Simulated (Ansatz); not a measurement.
**Relaxing AlGaN2**

The calculation used DFT LDA, scalar-relativistic, plane waves, PAW in Ansatz. (420 eV cutoff, 8×8×6 k-mesh, Gaussian smearing of 0.02 eV, no spin polarisation)

What was changed: uniaxial strain along a, with b, c and atoms relaxed: -4.0 %.

Command:

```bash
ansatz run input.yaml --threads 1 --pin off --max-ram 2560MiB --backend cpu --events-out ev --progress --plain --runs-dir out
```

Input:

```yaml
crystal:
  lattice:
    - [2.9906750082, 0.0, 0.0]
    - [0.0, 3.1464393316, 0.0]
    - [0.0, 0.0, 4.4281735028]
  atoms:
    - { symbol: Al, position: [0.5, 0.5, 0.5012485388] }
    - { symbol: Ga, position: [0.0, 0.0, 0.0015197426] }
    - { symbol: "N", position: [0.5, 0.0, 0.7389745811] }
    - { symbol: "N", position: [0.0, 0.5, 0.2582571374] }
basis:
  ecutwfc: 420
kpoints:
  mp_grid: { grid: [8, 8, 6] }
hamiltonian:
  xc: lda
scf:
  occupations: { method: gaussian, width: 0.02 }
output:
  forces: true
  stress: true
  eigenvalues: true
relax:
  adjacent_minimum: "off"
  f_tol: 0.008
  max_steps: 40
  cell: { stress_tol: 0.015, fix: [a, angles] }
```

F is the free energy. Steps run on the plane waves of an earlier cell, but the last one, and at times one on the way, on a freshly chosen basis, so a repeated geometry can differ a little in energy. The held parts of the cell keep their stress, so P needn't end at zero.

Steps:

| step | F − F(1) (eV) | largest force component (eV/Å) | V (Å³/atom) | P (GPa) |
| --- | --- | --- | --- | --- |
| 1 | 0.0000 | 0.379 | 10.417 | 4.83 |
| 2 | -0.0122 | 0.286 | 10.410 | 4.80 |
| 3 | -0.0170 | 0.089 | 10.409 | 4.63 |
| 4 | -0.0175 | 0.010 | 10.410 | 4.57 |
| 5 | -0.0175 | 0.013 | 10.410 | 4.57 |
| 6 | -0.0175 | 0.000 | 10.410 | 4.57 |
| 7 | -0.0177 | 0.001 | 10.410 | 4.57 |
| 8 | -0.0177 | 0.000 | 10.411 | 4.55 |
| 9 | -0.0177 | 0.000 | 10.411 | 4.56 |

Relaxed structure:

```cif
data_structure
_symmetry_space_group_name_H-M 'P 1'
_symmetry_Int_Tables_number 1
_cell_length_a 2.9907
_cell_length_b 3.1032
_cell_length_c 4.4869
_cell_angle_alpha 90.000
_cell_angle_beta 90.000
_cell_angle_gamma 90.000
_cell_volume 41.64
loop_
_atom_site_label
_atom_site_type_symbol
_atom_site_fract_x
_atom_site_fract_y
_atom_site_fract_z
_atom_site_occupancy
Al1 Al 0.50000 0.50000 0.50253 1
Ga1 Ga 0.00000 0.00000 0.00312 1
N1 N 0.50000 0.00000 0.73780 1
N2 N 0.00000 0.50000 0.25655 1
```

It takes space group Pmm2 (No. 25, orthorhombic). The conventional cell has a = 2.991 Å, b = 3.103 Å, c = 4.487 Å, α = 90.00°, β = 90.00°, γ = 90.00°. Al (site symmetry mm2) is surrounded by 4 N at 1.86 to 1.88 Å. Ga (site symmetry mm2) has 4 N at 1.91 to 1.92 Å as nearest neighbours. N (site symmetry mm2) has 2 Al at 1.88 Å and 2 Ga at 1.91 Å as nearest neighbours. N (site symmetry mm2) has 2 Al at 1.86 Å and 2 Ga at 1.92 Å as nearest neighbours.

The run converged. It took 57 s on 1 thread of Intel(R) Xeon(R) 6975P-C (Granite Rapids), on a shared host, peak memory 0.41 GiB.